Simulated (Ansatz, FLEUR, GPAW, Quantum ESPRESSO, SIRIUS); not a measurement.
## One calculation of TiNi, 5 ways

```
CELL_PARAMETERS angstrom
2.73580 0.00000 0.00000
0.00000 2.73580 0.00000
0.00000 0.00000 3.58141
ATOMIC_POSITIONS crystal
Ni 0.00000 0.00000 0.00000
Ti 0.50000 0.50000 0.50000
```

The cell comes from a database or a generator and needn't be the stable form of this composition.

Alike in all runs: task single point; functional PBEsol; k mesh 10 × 10 × 8; occupations fermi-dirac, width 0.05 eV; collinear spin, ferromagnetic start; no spin-orbit coupling. Pressure is positive in compression and, in plane waves, holds the error of the finite cutoff.

| program and potentials | plane-wave cutoff (eV) | notes | band gap (eV) | pressure (GPa) | net moment per atom (μB) |
| --- | --- | --- | --- | --- | --- |
| GPAW, PAW data sets generated for this functional | 600 | 14 valence electrons an atom on average; this data set often lies off other programs | no gap | -5.92 | 0.00 |
| Quantum ESPRESSO, GBRV 1.5 PBEsol | 612 | 15 valence electrons an atom on average | no gap | -6.33 | 0.00 |
| SIRIUS, all-electron FP-LAPW, apw+lo standard | - | - | no gap | - | 0.00 |
| Ansatz, all-electron LAPW, scalar-relativistic | - | - | no gap | -6.27 | 0.00 |
| FLEUR, all-electron, FLAPW | - | - | no gap | - | 0.00 |

None finds a gap. The pressure spans -6.33 (Quantum ESPRESSO, GBRV 1.5 PBEsol) to -5.92 GPa (GPAW, PAW data sets generated for this functional), with all-electron results at -6.27. All agree on the net moment per atom. The state is the one that the start led to, which needn't be the lowest.

Differences between rows come from potentials, basis sets and numerical settings, since the functional is the same but for its coding. Runs on potential files found faulty are left out.
